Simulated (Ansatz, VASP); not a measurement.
# One calculation of B2P3, two programs

```
B P
1.0
     3.99810    0.00000    0.00000
     0.00000    3.99810    0.00000
     0.00000    0.00000    3.99810
B P
2 3
Direct
  0.50000 0.50000 0.50000
  0.00000 0.00000 0.00000
  0.50000 0.00000 0.00000
  0.00000 0.50000 0.00000
  0.00000 0.00000 0.50000
```

Change from the starting cell: species swapped into the Tl2F3 type (Pm-3m, No. 221).

Alike in both runs: functional PBE; k mesh 4 × 4 × 4; occupations gaussian, width 0.1 eV; no spin polarisation.

Ansatz relaxed the structure, and its values are those at the end. VASP's run is a single point on that final structure, the one shown.

```csv
,VASP,Ansatz
version,VASP 6.6.1,Ansatz 0.2.0
potentials or method,"VASP PAW PBE potentials, release 64 (B, P)","scalar-relativistic, plane waves, PAW"
plane-wave cutoff (eV),520,420
valence electrons in the cell,21,21
```

```csv
,VASP,Ansatz,Ansatz less VASP
gap on the k mesh at the Fermi level (eV),none,none,-
pressure (GPa),-0.3,-0.2,+0.17
```

A gap of «none» marks a metal or a gap that the smearing closes.

Caveats: the k mesh is coarse (spacing up to 0.39 Å⁻¹), so the values aren't converged.
